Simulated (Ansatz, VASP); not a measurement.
**One calculation of Mg, two programs**

```
Mg
1.0
    -1.79584    1.79584    1.79584
     1.79584   -1.79584    1.79584
     1.79584    1.79584   -1.79584
Mg
1
Direct
  0.00000 0.00000 0.00000
```

Alike in both runs: task single point; functional PBE; k mesh 16 × 16 × 16; occupations gaussian, width 0.05 eV; no spin polarisation.

|  | VASP | Ansatz |
| --- | --- | --- |
| version | VASP 6.6.1 | Ansatz 0.2.0 |
| potentials or method | VASP PAW PBE potentials, release 64 (Mg) | scalar-relativistic, plane waves, PAW |
| plane-wave cutoff (eV) | 520 | 420 |
| valence electrons in the cell | 2 | 10 |

```csv
,VASP,Ansatz,Ansatz less VASP
gap on the k mesh at the Fermi level (eV),none,none,-
pressure (GPa),-0.5,-0.3,+0.13
```

A gap of «none» marks a metal or a gap that the smearing closes. The functional is the same, so the differences come from potentials, cutoffs and numerics. The two sets of potentials don't hold the same shells in valence.
